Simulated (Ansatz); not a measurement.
BaTiO₃, a database entry at a rescaled volume

```
Ba Ti O
1.0
     4.03529    0.01121    4.02402
     0.01124    4.02403    0.00000
     4.01282   -0.01121   -4.02402
Ba Ti O
2 2 6
Direct
  0.00000 0.00000 0.00000
  0.50000 0.00000 0.50000
  0.48800 0.48800 0.00000
  0.98800 0.48800 0.50000
  0.26555 0.51160 0.24605
  0.76555 0.51160 0.74605
  0.26555 0.51160 0.75395
  0.76555 0.51160 0.25395
  0.01160 0.01950 0.50000
  0.51160 0.01950 0.00000
```

The numbers come from plane-wave PAW DFT (Ansatz): r2SCAN, no spin polarisation, 500 eV, 5×6×5 Γ-centred k points, fermi-dirac occupations (width 0.1 eV). Nothing was relaxed.

Problem. Is it stable against the elements?

Solution. -3.41 eV an atom against the elements' usual phases (free molecules for gases, crystals otherwise, with no correction for O₂ or N₂), so it is bound against them; other compounds may still compete. Relaxing would lower it.

Problem. Is there a gap, and of what kind?

Solution. The gap is 2.71 eV, indirect (the least direct gap found is 2.76 eV). A semilocal functional usually gives too small a gap.

Problem. Where is the largest force?

Solution. The largest is on Ti3 (and as large on other atoms): 0.18 eV/Å, components (-0.10, -0.10, -0.10). It makes 59° with the line to a nearest neighbour, O10 at 1.89 Å.

Problem. Describe some of the short contacts.

Solution. Ti–O at 1.89 Å: least valence density 0.84 e/Å³ and ELF 0.23 there. Ba–O at 2.78 Å: least valence density 0.18 e/Å³ and ELF 0.08 there, a closed-shell (ionic or weak) contact. Both are smooth PAW fields, read partly inside the augmentation spheres.

Problem. Is the cell too large or too small?

Solution. The pressure is -1.0 GPa (compression positive), so with the atoms held at these fractions the cell would first shrink.

Origin: a database entry at a rescaled volume.
